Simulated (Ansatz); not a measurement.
## One atom moved over a plane in RbBr

All numbers below come from DFT PBEsol, scalar-relativistic, plane waves, PAW (Ansatz). Settings: plane waves to 420 eV, k-mesh 6×6×6 (Γ-centred), Gaussian smearing 0.05 eV. No spin polarisation. Energies are free energies at this smearing, counted from the undisturbed cell; pressure is positive in compression.

Zero of the scan (as given, not relaxed at this level; it stands at -0.6 GPa; this CsCl-type form isn't the usual structure):

```
Rb Br
1.0
     4.12608    0.00000    0.00000
     0.00000    4.12608    0.00000
     0.00000    0.00000    4.12608
Rb Br
1 1
Direct
  0.00000 0.00000 0.00000
  0.50000 0.50000 0.50000
```

Atom 1 (Rb) is moved by p along (0.707, 0.707, 0.000) and q along (0.000, 0.000, 1.000) (Å), all else fixed. Points are written (p, q).

Energy above the undisturbed cell in eV/cell (a dash: not computed):

| p \ q | -0.300 | -0.150 | 0.000 | 0.150 | 0.300 |
| --- | --- | --- | --- | --- | --- |
| -0.300 | 0.07 | 0.04 | 0.03 | 0.04 | 0.07 |
| -0.150 | 0.04 | 0.02 | 0.01 | 0.02 | 0.04 |
| 0.000 | 0.03 | 0.01 | 0.00 | 0.01 | 0.03 |
| 0.150 | 0.04 | 0.02 | 0.01 | 0.02 | 0.04 |
| 0.300 | 0.07 | 0.04 | 0.03 | 0.04 | 0.07 |

Pressure in GPa:

```csv
p \ q,-0.300,-0.150,0.000,0.150,0.300
-0.300,0.3,0.0,-0.2,0.0,0.3
-0.150,0.0,-0.4,-0.5,-0.4,0.0
0.000,-0.2,-0.5,-0.6,-0.5,-0.2
0.150,0.0,-0.4,-0.5,-0.4,0.0
0.300,0.3,0.0,-0.2,0.0,0.3
```

Gap on the k-mesh in eV:

```
 p \ q  -0.300  -0.150  0.000  0.150  0.300
-0.300    3.98    3.96   3.95   3.96   3.98
-0.150    3.94    3.93   3.92   3.93   3.94
 0.000    3.93    3.91   3.91   3.91   3.93
 0.150    3.94    3.93   3.92   3.93   3.94
 0.300    3.98    3.96   3.95   3.96   3.98
```